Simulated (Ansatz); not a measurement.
# KI: a tetragonal deformation path

One table from this session's results is given with a row withheld; the runs are named, their logs left out.

Program: Ansatz 0.2.0. Level of theory: DFT r2SCAN, scalar-relativistic, plane waves, PAW. These are calculated values, not measurements.

### The structure to begin with

It takes space group Fm-3m (No. 225, cubic). The conventional cell has a = 7.049 Å, b = 7.049 Å, c = 7.049 Å, α = 90.00°, β = 90.00°, γ = 90.00°. K (site symmetry m-3m) is surrounded by 6 I at 3.52 Å. Around I (site symmetry m-3m) lie 6 K at 3.52 Å.

As a file:

```
K I
1.0
     0.00000    3.52455    3.52455
     3.52455    0.00000    3.52455
     3.52455    3.52455    0.00000
K I
1 1
Direct
  0.00000 0.00000 0.00000
  0.50000 0.50000 0.50000
```

No relaxation comes first: the listed cell is the starting point.

### Zero of energy

Reference values: F = -9073.9203 eV; pressure 0.24 GPa; largest force 0.000 eV/Å; gap on the mesh 4.63 eV. It was computed beforehand with the settings of the runs below.

The first run:

At fixed volume and fractional coordinates, lengths along (0.000, 0.000, 1.000) are scaled against those across it; ρ is that ratio over its starting value.

input.yaml reads:

```yaml
crystal:
  lattice:
    - [0.0, 3.9563727749, 2.7971555518]
    - [3.9563727749, 0.0, 2.7971555518]
    - [3.9563727749, 3.9563727749, 0.0]
  atoms:
    - { symbol: K, position: [0.0, 0.0, 0.0] }
    - { symbol: I, position: [0.5, 0.5, 0.5] }
basis:
  ecutwfc: 500
kpoints:
  mp_grid: { grid: [6, 6, 6] }
hamiltonian:
  xc: r2scan
scf:
  occupations: { method: gaussian, width: 0.05 }
output:
  forces: true
  stress: true
  eigenvalues: true
```

Command:

```
> ansatz run input.yaml --threads 1 --pin off --max-ram 2560MiB --backend cpu --events-out ev --progress --plain --runs-dir out
```

Among the steps run: Point ρ = 0.707; ρ = 1.414; ρ = 0.850; ρ = 1.200; Point ρ = 0.780; ρ = 1.300; Point ρ = 0.920; At ρ = 1.100; ρ = 0.650; At ρ = 1.500; Point ρ = 0.960; Point ρ = 1.050.

One table of the session follows, with a row left open; its other results are not shown here.

The scan, with free energies counted from the undisturbed cell:

```
    ρ  ΔE (meV/atom)  pressure (GPa)  gap on the mesh (eV)
0.650         1094.6            12.1                  2.88
0.707          596.7             7.2                  3.63
0.780          252.0             3.5                  4.18
0.850              ?               ?                     ?
0.920           21.2             0.5                  4.58
0.960            4.8             0.3                  4.61
1.000            0.0             0.2                  4.63
1.050            6.1             0.3                  4.62
1.100           22.1             0.6                  4.59
1.200           75.9             1.5                  4.50
1.300          152.1             2.7                  4.38
1.414          263.0             4.3                  4.22
1.500          363.3             5.8                  4.09
```

Q: Estimate the row for ρ = 0.850 from the others.

Worked estimate for «ΔE (meV/atom)». A straight line through the neighbours (0.780, 252.0) and (0.920, 21.2) gives 252.0 + (21.2 − 252.0) × (0.850 − 0.780) / (0.920 − 0.780) = 136.6; a parabola fitted to 4 rows on both sides gives 73.1.

As computed: ΔE (meV/atom): 91.9; pressure (GPa): 1.5; gap on the mesh (eV): 4.46. In «ΔE (meV/atom)» the line misses by +44.7 and the parabola by -18.8.
